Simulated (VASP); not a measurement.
## SnO₂ (strained fluorite): a r²SCAN single-point calculation in VASP

INCAR

```
PREC = Accurate
ALGO = Normal
NSW = 0
METAGGA = R2SCAN
LREAL = .FALSE.
LCHARG = .FALSE.
EDIFF = 1E-7
NBANDS = 20
NELM = 120
LWAVE = .FALSE.
IBRION = -1
ISIF = 2
ENCUT = 520
ISMEAR = 0
SIGMA = 0.01
LASPH = .TRUE.
```

KPOINTS

```
KPOINTS created by Atomic Simulation Environment
0
Gamma
8 8 8
0 0 0
```

KPOINTS_OPT

```
special points
6
Reciprocal
0.0000000000 0.0000000000 0.0000000000 1
0.5000000000 0.0000000000 0.5000000000 1
0.6250000000 0.2500000000 0.6250000000 1
0.3750000000 0.3750000000 0.7500000000 1
0.5000000000 0.5000000000 0.5000000000 1
0.5000000000 0.2500000000 0.7500000000 1
```

POSCAR

```
Sn O
 1.0000000000000000
     0.0000000000000000    2.4321282923999998    2.4321282923999998
     2.4321282923999998    0.0000000000000000    2.4321282923999998
     2.4321282923999998    2.4321282923999998    0.0000000000000000
 Sn  O
   1   2
Cartesian
  0.0000000000000000  0.0000000000000000  0.0000000000000000
  1.2160641461999999  1.2160641461999999  1.2160641461999999
  3.6481924385999998  3.6481924385999998  3.6481924385999998
```

VASP ran with the recommended PBE PAW datasets (26 valence electrons in the cell).

Command

```
mpirun -np 1 vasp_std
```

OSZICAR

```
N       E                     dE             d eps       ncg     rms          rms(c)
DAV:   1     0.213125496144E+03    0.21313E+03   -0.13846E+04  1324   0.216E+03
DAV:   2    -0.273279206504E+02   -0.24045E+03   -0.22798E+03  1252   0.515E+02
DAV:   3    -0.501113880853E+02   -0.22783E+02   -0.22589E+02  1340   0.134E+02
DAV:   4    -0.506550280740E+02   -0.54364E+00   -0.54321E+00  1336   0.212E+01
DAV:   5    -0.506669945715E+02   -0.11966E-01   -0.11966E-01  1464   0.321E+00    0.119E+01
DAV:   6    -0.409390790543E+02    0.97279E+01   -0.63872E+00  1712   0.606E+01    0.518E+00
DAV:   7    -0.410240684869E+02   -0.84989E-01   -0.15384E+00  1452   0.127E+01    0.268E+00
DAV:   8    -0.410567836604E+02   -0.32715E-01   -0.19263E-01  1744   0.861E+00    0.709E-01
DAV:   9    -0.410445048846E+02    0.12279E-01   -0.61138E-02  1796   0.502E+00    0.122E-01
DAV:  10    -0.410449194902E+02   -0.41461E-03   -0.59459E-03  1292   0.645E-01    0.979E-02
DAV:  11    -0.410449171213E+02    0.23690E-05   -0.15533E-03  1448   0.364E-01    0.641E-02
DAV:  12    -0.410448760595E+02    0.41062E-04   -0.97201E-05  1460   0.977E-02    0.310E-02
DAV:  13    -0.410448609732E+02    0.15086E-04   -0.71272E-05  1292   0.703E-02    0.330E-03
DAV:  14    -0.410448607366E+02    0.23669E-06   -0.22033E-06  1408   0.219E-02    0.756E-04
DAV:  15    -0.410448608390E+02   -0.10240E-06   -0.16673E-07  1000   0.428E-03    0.798E-04
DAV:  16    -0.410448607715E+02    0.67410E-07   -0.37555E-08   692   0.281E-03
   1 F= -.41044861E+02 E0= -.41044861E+02  d E =-.700122E-51
       N       E                     dE             ncg
DAV:   1     0.211485852630E+04   -0.46531E+04      272
DAV:   2     0.643612881544E+03   -0.14712E+04      264
DAV:   3     0.491154462419E+03   -0.15246E+03      268
DAV:   4     0.487018052678E+03   -0.41364E+01      264
DAV:   5     0.486917109538E+03   -0.10094E+00      316
DAV:   6     0.486915039888E+03   -0.20696E-02      276
DAV:   7     0.486914947729E+03   -0.92160E-04      340
DAV:   8     0.486914944819E+03   -0.29100E-05      256
DAV:   9     0.486914944725E+03   -0.93638E-07      192
```

From OUTCAR

```
k-points           NKPTS =     29   k-points in BZ     NKDIM =     29   number of bands    NBANDS=     20

   NELECT =      26.0000    total number of electrons

   dimension x,y,z NGX =    28 NGY =   28 NGZ =   28
   dimension x,y,z NGXF=    56 NGYF=   56 NGZF=   56

  energy-cutoff  :      520.00
  volume of cell :       28.77
      direct lattice vectors                 reciprocal lattice vectors
     0.000000000  2.432128292  2.432128292    -0.205581260  0.205581260  0.205581260
     2.432128292  0.000000000  2.432128292     0.205581260 -0.205581260  0.205581260
     2.432128292  2.432128292  0.000000000     0.205581260  0.205581260 -0.205581260

 k-points in reciprocal lattice and weights: KPOINTS created by Atomic Simulation Env
   0.00000000  0.00000000  0.00000000       0.002
   0.12500000  0.00000000  0.00000000       0.016
   0.25000000  0.00000000  0.00000000       0.016
   0.37500000  0.00000000  0.00000000       0.016
   0.50000000  0.00000000  0.00000000       0.008
   0.12500000  0.12500000  0.00000000       0.012
   0.25000000  0.12500000  0.00000000       0.047
   0.37500000  0.12500000  0.00000000       0.047
   ...

 E-fermi :   9.7176

 k-point     1 :       0.0000    0.0000    0.0000
  band No.  band energies     occupation
      1     -12.3314      2.00000
      2     -11.5367      2.00000
      3     -11.5367      2.00000
      4     -11.5367      2.00000
      5     -11.2116      2.00000
      6     -11.2116      2.00000
      7      -7.4619      2.00000
      8       6.1875      2.00000
      9       6.1875      2.00000
     10       6.1875      2.00000
     11       7.8901      2.00000
     12       7.8901      2.00000
     13       7.8901      2.00000
     14      11.8485      0.00000
     15      17.9477      0.00000
     16      17.9477      0.00000
     17      17.9478      0.00000
     18      24.4838      0.00000
     19      26.5550      0.00000
     20      26.5551      0.00000

 k-point     2 :       0.1250    0.0000    0.0000
  band No.  band energies     occupation
      1     -12.1751      2.00000
      2     -11.6405      2.00000
      3     -11.5157      2.00000
      4     -11.5157      2.00000
      5     -11.2131      2.00000
      6     -11.2131      2.00000
      7      -7.3663      2.00000
      8       5.5870      2.00000
      9       6.0832      2.00000
     10       6.0832      2.00000
     11       7.2506      2.00000
     12       7.7657      2.00000
     13       7.7657      2.00000
     14      12.9222      0.00000
     15      17.7350      0.00000
     16      18.4230      0.00000
     17      18.4231      0.00000
     18      25.8147      0.00000
     19      26.6640      0.00000
     20      26.6640      0.00000

 k-point     3 :       0.2500    0.0000    0.0000
  band No.  band energies     occupation
      1     -12.2417      2.00000
      2     -11.4730      2.00000
      3     -11.4730      2.00000
      4     -11.2915      2.00000
      5     -11.2075      2.00000
      6     -11.2075      2.00000
      7      -7.3327      2.00000
      8       4.4232      2.00000
      9       5.8464      2.00000
     10       5.8464      2.00000
     11       6.2670      2.00000
     12       7.4725      2.00000
     13       7.4725      2.00000
     14      14.7230      0.00000
     15      17.7816      0.00000
     16      19.7008      0.00000
     17      19.7008      0.00000
     18      26.9064      0.00000
     19      26.9064      0.00000
     20      28.1241      0.00000

 k-point     4 :       0.3750    0.0000    0.0000
  band No.  band energies     occupation
      1     -12.5226      2.00000
      2     -11.4461      2.00000
      3     -11.4461      2.00000
      4     -11.1848      2.00000
      5     -11.1848      2.00000
      6     -10.3924      2.00000
      7      -7.7213      2.00000
      8       3.6796      2.00000
      9       5.4132      2.00000
     10       5.6263      2.00000
     11       5.6263      2.00000
     12       7.1891      2.00000
     13       7.1891      2.00000
     14      16.0210      0.00000
     15      18.3680      0.00000
     16      21.3307      0.00000
     17      21.3308      0.00000
     18      26.9430      0.00000
     19      26.9430      0.00000
     20      28.1989      0.00000

 k-point     5 :       0.5000    0.0000    0.0000
  band No.  band energies     occupation
      1     -12.6367      2.00000
      2     -11.4402      2.00000
      3     -11.4402      2.00000
      4     -11.1699      2.00000
      5     -11.1699      2.00000
      6      -9.7489      2.00000
      7      -8.1885      2.00000
      8       3.5022      2.00000
      9       5.0395      2.00000
     10       5.5389      2.00000
     11       5.5389      2.00000
     12       7.0746      2.00000
     13       7.0746      2.00000
     14      16.4842      0.00000
     15      18.7154      0.00000
     16      22.2496      0.00000
     17      22.2497      0.00000
     18      26.7149      0.00000
     19      26.7149      0.00000
     20      27.8147      0.00000

 k-point     6 :       0.1250    0.1250    0.0000
  band No.  band energies     occupation
      1     -12.0860      2.00000
      2     -11.7393      2.00000
      3     -11.4973      2.00000
      4     -11.4973      2.00000
      5     -11.2277      2.00000
      6     -11.2012      2.00000
      7      -7.3143      2.00000
      8       5.5399      2.00000
      9       5.5399      2.00000
     10       6.2103      2.00000
     11       6.5871      2.00000
     12       8.1817      2.00000
     13       8.1817      2.00000
     14      13.0605      0.00000
     15      17.0912      0.00000
     16      18.8923      0.00000
     17      18.8924      0.00000
     18      25.7570      0.00000
     19      26.7158      0.00000
     20      27.0153      0.00000

 k-point     7 :       0.2500    0.1250    0.0000
  band No.  band energies     occupation
      1     -12.0582      2.00000
      2     -11.7660      2.00000
      3     -11.4524      2.00000
      4     -11.3023      2.00000
      5     -11.2057      2.00000
      6     -11.1903      2.00000
      7      -7.2169      2.00000
      8       4.3669      2.00000
      9       5.0542      2.00000
     10       5.3497      2.00000
     11       6.9184      2.00000
     12       7.9647      2.00000
     13       8.2412      2.00000
     14      14.3385      0.00000
     15      16.9524      0.00000
     16      19.8819      0.00000
     17      20.0925      0.00000
     18      25.8446      0.00000
     19      26.9883      0.00000
     20      28.8998      0.00000

 k-point     8 :       0.3750    0.1250    0.0000
  band No.  band energies     occupation
      1     -12.3747      2.00000
      2     -11.6576      2.00000
      3     -11.4192      2.00000
      4     -11.2529      2.00000
      5     -11.1734      2.00000
      6     -10.4687      2.00000
      7      -7.4608      2.00000
      8       3.2163      2.00000
      9       4.7819      2.00000
     10       4.8036      2.00000
     11       6.9858      2.00000
     12       7.4813      2.00000
     13       8.0226      2.00000
     14      15.5807      0.00000
     15      17.8484      0.00000
     16      21.0309      0.00000
     17      21.6127      0.00000
     18      25.3383      0.00000
     19      27.2818      0.00000
     20      29.9506      0.00000

 k-point     9 :       0.5000    0.1250    0.0000
  band No.  band energies     occupation
      1     -12.5508      2.00000
      2     -11.6353      2.00000
      3     -11.4101      2.00000
      4     -11.2329      2.00000
      5     -11.1689      2.00000
      6      -9.5433      2.00000
      7      -8.0920      2.00000
      8       2.6761      2.00000
      9       4.5587      2.00000
     10       4.9077      2.00000
     11       6.3198      2.00000
     12       7.6672      2.00000
     13       7.7336      2.00000
     14      16.2918      0.00000
     15      18.7674      0.00000
     16      21.9525      0.00000
     17      22.5906      0.00000
     18      24.7695      0.00000
     19      26.9885      0.00000
     20      29.8870      0.00000

 k-point    10 :      -0.3750    0.1250    0.0000
  band No.  band energies     occupation
      1     -12.5055      2.00000
      2     -11.6629      2.00000
      3     -11.4153      2.00000
      4     -11.2192      2.00000
      5     -11.1953      2.00000
      6      -9.7463      2.00000
      7      -7.9387      2.00000
      8       2.7241      2.00000
      9       4.8519      2.00000
     10       5.3861      2.00000
     11       5.7393      2.00000
     12       7.2947      2.00000
     13       8.1317      2.00000
     14      16.1973      0.00000
     15      18.7042      0.00000
     16      21.8217      0.00000
     17      22.0274      0.00000
     18      24.9757      0.00000
     19      26.8757      0.00000
     20      30.0923      0.00000

 ...

  Total        7.0688567      7.0688567      7.0688567     -0.0000000      0.0000000      0.0000000
  in kB      393.6138065    393.6138065    393.6138065     -0.0000000      0.0000000      0.0000000
  external PRESSURE =     393.6138065 kB  Pullay stress =       0.0000000 kB

 POSITION                                       TOTAL-FORCE (eV/Angst)
 -----------------------------------------------------------------------------------
      0.00000      0.00000      0.00000         0.000000     -0.000000      0.000000
      1.21606      1.21606      1.21606        -0.000000     -0.000000     -0.000000
      3.64819      3.64819      3.64819         0.000000      0.000000      0.000000
 -----------------------------------------------------------------------------------
    total drift:                               -0.000000     -0.000000      0.000000

  FREE ENERGIE OF THE ION-ELECTRON SYSTEM (eV)
  ---------------------------------------------------
  free  energy   TOTEN  =       -41.0448607715 eV

  energy  without entropy=      -41.0448607715  energy(sigma->0) =      -41.04486077
```

```yaml
gap_between_bands_v_and_c: 2.23 eV
least_direct_gap: 3.96 eV
pressure: 39.4 GPa
```

Band v is the last that the valence electrons fill when counted band by band, and c is the next.

The run took about 46 s on one core of a shared host (Intel Xeon 6975P-C) and held 0.18 GiB at most.
